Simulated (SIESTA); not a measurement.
Input of a SIESTA 5.4.2 run:

File CuO.fdf:

```
SystemName                      Tenorite
SystemLabel                     CuO
NumberOfSpecies                 2
NumberOfAtoms                   4
%block ChemicalSpeciesLabel
  1  29 Cu
  2   8 O
%endblock ChemicalSpeciesLabel

LatticeConstant                 1.0 Ang
%block LatticeVectors
     2.3418500000    -1.7113000000     0.0000000000
     2.3418500000     1.7113000000     0.0000000000
    -0.8500274268     0.0000000000     5.0578693947
%endblock LatticeVectors
AtomicCoordinatesFormat         Ang
%block AtomicCoordinatesAndAtomicSpecies
     0.7459112866    -0.8556500000     2.5289346974  1
     1.1709250000     0.8556500000     0.0000000000  1
     1.7043294299     0.2792841600     3.7934020460  2
     2.1293431433    -0.2792841600     1.2644673487  2
%endblock AtomicCoordinatesAndAtomicSpecies

%block kgrid.MonkhorstPack
   10   0   0  0.0
    0  10   0  0.0
    0   0   5  0.0
%endblock kgrid.MonkhorstPack
XC.Functional                   GGA
XC.Authors                      PBE
PAO.BasisSize                   DZDP
PAO.EnergyShift                 0.003 Ry
Mesh.Cutoff                     800 Ry
OccupationFunction              FD
ElectronicTemperature           0.05 eV
MaxSCFIterations                120
SCF.MustConverge                false
SCF.Mixer.Method                Pulay
SCF.Mixer.Weight                0.25
SCF.Mixer.History               8
SCF.DM.Tolerance                5.0e-05
SCF.H.Tolerance                 1.0e-03 eV
WriteForces                     true
Charge.Mulliken                 end
Charge.Hirshfeld                end
Charge.Voronoi                  end
SaveRho                         true
SaveElectrostaticPotential      true
%block PAO.PolarizationScheme
  Cu non-perturbative
  O non-perturbative
%endblock PAO.PolarizationScheme
%block PAO.Basis
  Cu 5
  n=3 0 2
    2.369 0.000
  n=4 0 2
    7.268 0.000
  n=3 1 2
    2.657 0.000
  n=4 1 2
    7.268 0.000
  n=3 2 2
    4.927 0.000
%endblock PAO.Basis
```

Potentials or basis: PseudoDojo 0.4 standard (PBE files), DZDP (energy shift 0.003 Ry; two zetas on semicore shells).

The run is started by

```console
$ siesta < CuO.fdf > CuO.out 2>&1
```

Task: Predict the Voronoi charges.

Result: Cu +0.50; O -0.50 e.

Task: Predict the Hirshfeld charges.

Result: Cu +0.40; O -0.40 e.

Task: Predict the band gap on the k mesh.

Result: None (metal or under the smearing width).

Stress tensor (GPa, compression positive):
```
 7.21  0.00 -1.85
 0.00  6.75  0.00
-1.85  0.00  6.94
```

Caveat: short orbitals over semicore shells can move pressures by several GPa; the basis of atomic orbitals isn't converged, which shifts pressures, moduli and gaps; the run has no spin polarisation, though such a crystal can be magnetic; semilocal functionals often make such compounds metallic where correlation or magnetic order opens a gap, which also shifts bond lengths. With open d or f shells a metallic result of PBE can be an artefact of self-interaction; +U or a hybrid may open a gap.
